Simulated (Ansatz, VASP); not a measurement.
## One calculation of Hf, two programs

Contents of INCAR:

```
PREC = Accurate
ENCUT = 520
EDIFF = 1E-8
ISMEAR = -1
SIGMA = 0.05
LREAL = F
LASPH = T
NELM = 60
ALGO = Normal
ISIF = 2
LWAVE = F
LCHARG = F
GGA = PS
LEFG = T
NBANDS = 17
```

KPOINTS

```
Automatic mesh
0
Gamma
  13 13 7
```

POSCAR

```
Hf
1.0
    3.2286655094      0.0000000000      0.0000000000
   -1.6143327547      2.7961063515      0.0000000000
    0.0000000000      0.0000000000      5.0578000000
Hf
2
Direct
    0.3333333333      0.6666666667      0.2500000000
    0.6666666667      0.3333333333      0.7500000000
```

Input for Ansatz:

```yaml
crystal:
  lattice:
    - [3.2286655094, 0.0, 0.0]
    - [-1.6143327547, 2.7961063515, 0.0]
    - [0.0, 0.0, 5.0578]
  atoms:
    - { symbol: Hf, position: [0.3333333333, 0.6666666667, 0.25] }
    - { symbol: Hf, position: [0.6666666667, 0.3333333333, 0.75] }
kpoints:
  mp_grid: { grid: [13, 13, 7] }
scf:
  occupations: { method: fermi_dirac, width: 0.05 }
hamiltonian:
  xc: pbesol
  pseudopotentials: { kind: all_electron, datasets: crystal }
output:
  forces: true
  stress: true
  eigenvalues: true
  efg: { contact_densities: true }
```

Change from the starting cell: equal xx and yy strain of +1 %, crystal datasets.

Alike in both runs: task electric field gradients; functional PBEsol; k mesh 13 × 13 × 7; occupations fermi-dirac, width 0.05 eV; no spin polarisation.

|  | VASP | Ansatz |
| --- | --- | --- |
| version | VASP 6.6.1 | Ansatz 0.2.0 |
| potentials or method | VASP PAW PBE potentials, release 64 (Hf_pv) | all-electron PAW with datasets made for the crystal, scalar-relativistic |
| plane-wave cutoff (eV) | 520 | see its input |

Ansatz gave:

* pressure (GPa): -5.6
* largest component of the traceless stress (GPa): 0.58
* Vzz of the field gradient on the site that differs most (V/Å²): 94.3

Task: Which values does VASP return?

Result: Pressure (GPa): -6.0; largest component of the traceless stress (GPa): 0.52; Vzz of the field gradient on the site that differs most (V/Å²): 85.8.

Ansatz ran all-electron here, so the differences hold the error of VASP's frozen core and of both bases. Ansatz warned: «gradients_without_spin_orbit».

Caveats: the PAW data sets were made with another functional, which shifts forces and pressure a little (VASP). The runs have no spin-orbit coupling, so splittings on Hf are missing.
